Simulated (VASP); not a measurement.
# Ca (Fm-3m) in VASP: notebook

The runs below take Ca through relaxation of cell and atoms, with PBEsol.

Everything below comes from runs of VASP 6.6.1. Logs are shortened: lines on timing, memory, paths and dates and some standing lists are left out, and cuts for length are marked.

**1. The crystal as given**

It takes space group Fm-3m (No. 225, cubic). The conventional cell has a = 5.588 Å, b = 5.588 Å, c = 5.588 Å, α = 90.00°, β = 90.00°, γ = 90.00°. Ca (site symmetry m-3m) is surrounded by 12 Ca at 3.95 Å.

**2. Relaxation of cell and atoms, PBEsol**

INCAR reads:

```
  PREC = Accurate
  ENCUT = 600
  EDIFF = 1E-6
  ISMEAR = 1
  SIGMA = 0.1
  LREAL = F
  LASPH = T
  NELM = 80
  ALGO = Normal
  ISIF = 3
  LWAVE = F
  LCHARG = F
  GGA = PS
  IBRION = 2
  NSW = 90
  EDIFFG = -0.01
```

KPOINTS reads:

```
regular mesh
0
Gamma
  14 14 14
```

POSCAR reads:

```
Ca
1.0
    0.0000000000      2.7942000000      2.7942000000
    2.7942000000      0.0000000000      2.7942000000
    2.7942000000      2.7942000000      0.0000000000
Ca
1
Direct
    0.0000000000      0.0000000000      0.0000000000
```

Potentials or basis: VASP PAW PBE potentials, release 64 (Ca_sv).

Started as:

```bash
cat potpaw_PBE.64/Ca_sv/POTCAR > POTCAR
mpirun -np 1 vasp_std > vasp.out
```

OUTCAR:

```text
PREC = Accurate
   ENCUT = 600
   EDIFF = 1E-6
   ISMEAR = 1
   LREAL = F
   LASPH = T
   NELM = 80
   ISIF = 3
   GGA = PS
   IBRION = 2
   NSW = 90
   EDIFFG = -0.01

 ion  position               nearest neighbor table
   1  0.000  0.000  0.000-

  LATTYP: Found a face centered cubic cell.
 ALAT       =     5.5884000000

  Lattice vectors:

 A1 = (   0.0000000000,   2.7942000000,   2.7942000000)
 A2 = (   2.7942000000,   0.0000000000,   2.7942000000)
 A3 = (   2.7942000000,   2.7942000000,   0.0000000000)

Analysis of symmetry for initial positions (statically):
=====================================================================
 Subroutine PRICEL returns:
 Original cell was already a primitive cell.

 Routine SETGRP: Setting up the symmetry group for a
 face centered cubic supercell.

 Subroutine GETGRP returns: Found 48 space group operations
 (whereof 48 operations were pure point group operations)
 out of a pool of 48 trial point group operations.

The static configuration has the point symmetry O_h .

Analysis of symmetry for dynamics (positions and initial velocities):
=====================================================================
 Subroutine PRICEL returns:
 Original cell was already a primitive cell.

 Routine SETGRP: Setting up the symmetry group for a
 face centered cubic supercell.

 Subroutine GETGRP returns: Found 48 space group operations
 (whereof 48 operations were pure point group operations)
 out of a pool of 48 trial point group operations.

The dynamic configuration has the point symmetry O_h .

 Subroutine INISYM returns: Found 48 space group operations
 (whereof 48 operations are pure point group operations),
 and found     1 'primitive' translations

----------------------------------------------------------------------------------------

                                     Primitive cell

  volume of cell :      43.6317

  direct lattice vectors                    reciprocal lattice vectors
     0.000000000  2.794200000  2.794200000    -0.178942094  0.178942094  0.178942094
     2.794200000  0.000000000  2.794200000     0.178942094 -0.178942094  0.178942094
     2.794200000  2.794200000  0.000000000     0.178942094  0.178942094 -0.178942094

  length of vectors
     3.951595536  3.951595536  3.951595536     0.309936799  0.309936799  0.309936799

  position of ions in fractional coordinates (direct lattice)
     0.000000000  0.000000000  0.000000000

  ion indices of the primitive-cell ions
   primitive index   ion index
                 1           1

----------------------------------------------------------------------------------------

 KPOINTS: regular mesh

Automatic generation of k-mesh.
 Grid dimensions read from file:
 generate k-points for:   14   14   14

 Generating k-lattice:

  Cartesian coordinates                     Fractional coordinates (reciprocal lattice)
    -0.012781578  0.012781578  0.012781578     0.071428571  0.000000000  0.000000000
     0.012781578 -0.012781578  0.012781578     0.000000000  0.071428571  0.000000000
     0.012781578  0.012781578 -0.012781578     0.000000000  0.000000000  0.071428571

  Length of vectors
     0.022138343  0.022138343  0.022138343

  Shift w.r.t. Gamma in fractional coordinates (k-lattice)
     0.000000000  0.000000000  0.000000000

 Subroutine IBZKPT returns following result:
 ===========================================

 Found    104 irreducible k-points:

 Following reciprocal coordinates:
            Coordinates               Weight
  0.000000  0.000000  0.000000      1.000000
  0.071429  0.000000  0.000000      8.000000
  0.142857  0.000000  0.000000      8.000000
  0.214286  0.000000  0.000000      8.000000
  0.285714  0.000000  0.000000      8.000000
  0.357143  0.000000  0.000000      8.000000
[... 16 lines left out ...]
  0.214286  0.142857  0.000000     24.000000
  0.285714  0.142857  0.000000     24.000000
 [... further k-points ...]
   k-points           NKPTS =    104   k-points in BZ     NKDIM =    104   number of bands    NBANDS=      9
   number of dos      NEDOS =    301   number of ions     NIONS =      1
   total plane-waves  NPLWV =  32768
   dimension x,y,z NGX =    32 NGY =   32 NGZ =   32
   dimension x,y,z NGXF=    64 NGYF=   64 NGZF=   64
   ions per type =               1
   NGX,Y,Z   is equivalent  to a cutoff of  13.46, 13.46, 13.46 a.u.
   NGXF,Y,Z  is equivalent  to a cutoff of  26.93, 26.93, 26.93 a.u.
 SYSTEM =  unknown system
   PREC   = accura    normal or accurate (medium, high low for compatibility)
   ISTART =      0    job   : 0-new  1-cont  2-samecut
   ICHARG =      2    charge: 1-file 2-atom 10-const
   ISPIN  =      1    spin polarized calculation?
   LNONCOLLINEAR =      F non collinear calculations
   LSORBIT =      F    spin-orbit coupling
   LASPH  =      T    aspherical Exc in radial PAW
   ENCUT  =  600.0 eV  44.10 Ry    6.64 a.u.   7.89  7.89  7.89*2*pi/ulx,y,z
   NELM   =     80;   NELMIN=  2; NELMDL= -5     # of ELM steps
   EDIFF  = 0.1E-05   stopping-criterion for ELM
   LREAL  =      F    real-space projection
   EDIFFG = -.1E-01   stopping-criterion for IOM
   NSW    =     90    number of steps for IOM
   IBRION =      2    ionic relax: 0-MD 1-quasi-New 2-CG
   NFREE  =      1    steps in history (QN), initial steepest desc. (CG)
   ISIF   =      3    stress and relaxation
   ISYM   =      2    0-nonsym 1-usesym 2-fastsym
   POTIM  = 0.5000    time-step for ionic-motion
   TEBEG  =    0.0;   TEEND  =   0.0 temperature during run
   PSTRESS=    0.0 pullay stress
   NELECT =      10.0000    total number of electrons
   NUPDOWN=      -1.0000    fix difference up-down
   EMIN   =  10.00;   EMAX   =-10.00  energy-range for DOS
   EFERMI =   0.00;   METHOD = LEGACY
   ISMEAR =     1;   SIGMA  =   0.10  broadening in eV -4-tet -1-fermi 0-gaus
   EFERMI_NEDOS =   21; number of points for ismear=-14 and -15
   IALGO  =     38    algorithm
   IMIX   =      4    mixing-type and parameters
     AMIX     =   0.40;   BMIX     =  1.00
     AMIX_MAG =   1.60;   BMIX_MAG =  1.00
  volume/ion in A,a.u.               =      43.63       294.44
  Fermi-wavevector in a.u.,A,eV,Ry     =   1.001861  1.893242 13.656506  1.003725
  Thomas-Fermi vector in A             =   2.134310
   LORBIT       =      0    0 simple, 1 ext, 2 COOP (PROOUT), +10 PAW based schemes
   GGA     = PS    functional components
   LHFCALC =     F    Hartree Fock is set to
   AEXX    =    0.0000 exact exchange contribution
   IVDW    =     0    specifies the selected vdW correction
   LEPSILON=     F    determine dielectric tensor
   LRPA    =     F    only Hartree local field effects (RPA)
 conjugate gradient relaxation of ions
 non-spin polarized calculation
 Methfessel and Paxton  Order N= 1 SIGMA  =   0.10
  energy-cutoff  :      600.00
  volume of cell :       43.63
 maximum number of plane-waves:      1469
   NGX = 15   NGY = 15   NGZ = 15

--------------------------------------- Ionic step        1  -------------------------------------------

 number of electron      10.0000001 magnetization

 Free energy of the ion-electron system (eV)
  ---------------------------------------------------
  ext. energy  EPLUGINS =         0.00000000
  ---------------------------------------------------
  free energy    TOTEN  =        -2.12314716 eV

  energy without entropy =       -2.12256378  energy(sigma->0) =       -2.12295270

------------------------ aborting loop because EDIFF is reached ----------------------------------------

  FORCE on cell =-STRESS in cart. coord.  units (eV):
  Direction    XX          YY          ZZ          XY          YZ          ZX
  --------------------------------------------------------------------------------------
  -------------------------------------------------------------------------------------
  Total       -0.3115824     -0.3115824     -0.3115824      0.0000000      0.0000000      0.0000000
  in kB      -11.4414504    -11.4414504    -11.4414504      0.0000000      0.0000000      0.0000000
  external PRESSURE =     -11.4414504 kB  Pullay stress =       0.0000000 kB
[... 55 lines left out ...]
  energy  without entropy=       -2.1320544391  energy(sigma->0) =       -2.13250113

--------------------------------------- Ionic step        3  -------------------------------------------

 number of electron      10.0000000 magnetization

 Free energy of the ion-electron system (eV)
  ---------------------------------------------------
  ext. energy  EPLUGINS =         0.00000000
  ---------------------------------------------------
  free energy    TOTEN  =        -2.13415948 eV

  energy without entropy =       -2.13346964  energy(sigma->0) =       -2.13392954

 E-fermi :   2.0292     XC(G=0):  -7.9334

 val. band max:        2.0110031359   @ k =  -0.4286   0.1429   0.0000
 cond. band min:       2.0325193356   @ k =  -0.4286   0.2143   0.0714
 fundamental gap:      0.0215161998
 Fermi energy:         2.0292112320

 k-point     1 :       0.0000    0.0000    0.0000
  band No.  band energies     occupation
      1     -39.7123      2.00000
      2     -20.6991      2.00000
      3     -20.6991      2.00000
      4     -20.6991      2.00000
      5      -2.0603      2.00000
      6       4.4177      0.00000
      7       4.4177      0.00000
      8       4.4177      0.00000
      9       5.5464      0.00000
[... 265 lines left out ...]
 k-point    24 :       0.2857    0.1429    0.0000
  band No.  band energies     occupation
      1     -39.7023      2.00000
      2     -20.7799      2.00000
      3     -20.7214      2.00000
      4     -20.7196      2.00000
      5      -0.8084      2.00000
      6       3.4198     -0.00000
      7       4.3870      0.00000
      8       4.7484      0.00000
      9       5.2036      0.00000

 [... further k-points ...]

------------------------ aborting loop because EDIFF is reached ----------------------------------------

  FORCE on cell =-STRESS in cart. coord.  units (eV):
  Direction    XX          YY          ZZ          XY          YZ          ZX
  --------------------------------------------------------------------------------------
  -------------------------------------------------------------------------------------
  Total        0.0042310      0.0042310      0.0042310      0.0000000     -0.0000000      0.0000000
  in kB        0.1669214      0.1669214      0.1669214      0.0000000     -0.0000000      0.0000000
  external PRESSURE =       0.1669214 kB  Pullay stress =       0.0000000 kB
[... 16 lines left out ...]
  FREE ENERGIE OF THE ION-ELECTRON SYSTEM (eV)
  ---------------------------------------------------
  free  energy   TOTEN  =        -2.1341594830 eV

  energy  without entropy=       -2.1334696449  energy(sigma->0) =       -2.13392954

 reached required accuracy - stopping structural energy minimisation
```

It took 2.2 min on 1 thread of Intel Xeon Platinum 8375C at 2.90GHz (Ice Lake), shared host; peak memory 0.22 GiB.

What came out:

| Quantity | Value |
| --- | --- |
| Free energy | -2.1342 eV |
| Relaxed volume | 40.61 Å³/atom |
| Relaxed cell | a = 3.858 Å, b = 3.858 Å, c = 3.858 Å, α = 60.00°, β = 60.00°, γ = 60.00° |
| Space group after relaxing (to 0.05 Å) | Fm-3m (No. 225) |
| Energy gained by relaxing | 11.0 meV/atom |
| Ionic steps | 3 |
| Pressure after relaxing | 0.0 GPa |
| Band gap on the k mesh | none (metal or under the smearing width) |

Step by step:
| step | energy change (eV) | largest force (eV/Å) | pressure (GPa) | volume (Å³) |
| --- | --- | --- | --- | --- |
| 1 | 0.0000 | 0.0000 | -1.14 | 43.63 |
| 2 | -0.0096 | 0.0000 | -0.44 | 41.69 |
| 3 | -0.0110 | 0.0000 | 0.02 | 40.61 |

Final structure:
```cif
data_structure
_symmetry_space_group_name_H-M 'P 1'
_symmetry_Int_Tables_number 1
_cell_length_a 3.8582
_cell_length_b 3.8582
_cell_length_c 3.8582
_cell_angle_alpha 60.000
_cell_angle_beta 60.000
_cell_angle_gamma 60.000
_cell_volume 40.61
loop_
_atom_site_label
_atom_site_type_symbol
_atom_site_fract_x
_atom_site_fract_y
_atom_site_fract_z
_atom_site_occupancy
Ca1 Ca 0.00000 0.00000 0.00000 1
```

Caveat: the PAW data sets were made with another functional, which shifts forces and pressure a little.

**3. Relaxation of cell and atoms, PBEsol**

This run uses another cell than the first one, of 40.61 Å³/atom, 0.931 times its volume.

INCAR: that of step 2 with these lines changed.

```diff
@@ -2,3 +2,3 @@
   ENCUT = 600
-  EDIFF = 1E-6
+  EDIFF = 1E-7
   ISMEAR = 1
@@ -15,2 +15,2 @@
   NSW = 90
-  EDIFFG = -0.01
+  EDIFFG = -0.005
```

KPOINTS is that of step 2.

POSCAR reads:

```
Ca                                      
1.0
    0.0000000000      2.7281628439      2.7281628439
    2.7281628439      0.0000000000      2.7281628439
    2.7281628439      2.7281628439      0.0000000000
  Ca            
     1
Direct
     0.0000000000000000    0.0000000000000000    0.0000000000000000
```

Potentials or basis: VASP PAW PBE potentials, release 64 (Ca_sv).

Started as:

```bash
cat potpaw_PBE.64/Ca_sv/POTCAR > POTCAR
mpirun -np 1 vasp_std > vasp.out
```

It took 42 s on 1 thread of Intel Xeon Platinum 8375C at 2.90GHz (Ice Lake), shared host; peak memory 0.2 GiB.

The run converged. Its results:

```yaml
Free_energy: -2.1340 eV
Pressure_after_relaxing: 0.0 GPa
Band_gap_on_the_k_mesh: none (metal or under the smearing width)
```

Final structure:
```
Ca
1.0
     0.00000    2.72816    2.72816
     2.72816    0.00000    2.72816
     2.72816    2.72816    0.00000
Ca
1
Direct
  0.00000 0.00000 0.00000
```

Levels at points of the mesh, in eV from the Fermi level:
| k point | band 2 | band 3 | band 4 | band 5 | band 6 | band 7 | band 8 | band 9 |
| --- | --- | --- | --- | --- | --- | --- | --- | --- |
| (0.00, 0.00, 0.00) | -22.73 | -22.73 | -22.73 | -4.09 | 2.39 | 2.39 | 2.39 | 3.52 |
| (0.50, 0.00, 0.00) | -22.89 | -22.75 | -22.75 | -1.01 | -0.11 | 2.27 | 2.27 | 4.24 |
| (0.50, 0.50, 0.00) | -22.88 | -22.79 | -22.79 | -0.49 | 0.55 | 1.05 | 4.24 | 4.43 |

Caveat: the relaxation stopped at its first step, so nothing moved; the PAW data sets were made with another functional, which shifts forces and pressure a little.
